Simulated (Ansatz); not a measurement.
MgF$_{2}$:
```xyz
6
Lattice="4.6387 0.0000 0.0000 0.0000 4.6387 0.0000 0.0000 0.0000 3.0620" Properties=species:S:1:pos:R:3 pbc="T T T"
Mg     0.0000     0.0000     0.0000
Mg     2.3193     2.3193     1.5310
F      1.4074     1.4074     0.0000
F      0.9120     3.7267     1.5310
F      3.2313     3.2313     0.0000
F      3.7267     0.9120     1.5310
```

x, y and z are the axes in which the lattice vectors are written.

Q: Give the high-frequency dielectric tensor and the Born effective charge tensors of the independent atoms from DFPT, DFT-PBEsol in the program Ansatz with PAW potentials.

A: 
ε∞:
```
2.03  0.00  0.00
0.00  2.03  0.00
0.00  0.00  2.06
```
Z* of atom 1 (Mg), rows: field, columns: displacement, in e:
```
1.98  0.05  0.00
0.05  1.98  0.00
0.00  0.00  2.07
```
Z* of atom 3 (F), rows: field, columns: displacement, in e:
```
-0.99  -0.21   0.00
-0.21  -0.99   0.00
 0.00   0.00  -1.04
```

Space group P4_2/mnm (rutile). The PBEsol relaxation kept the symmetry of its start.

Potentials: the later of the program's two PAW sets.
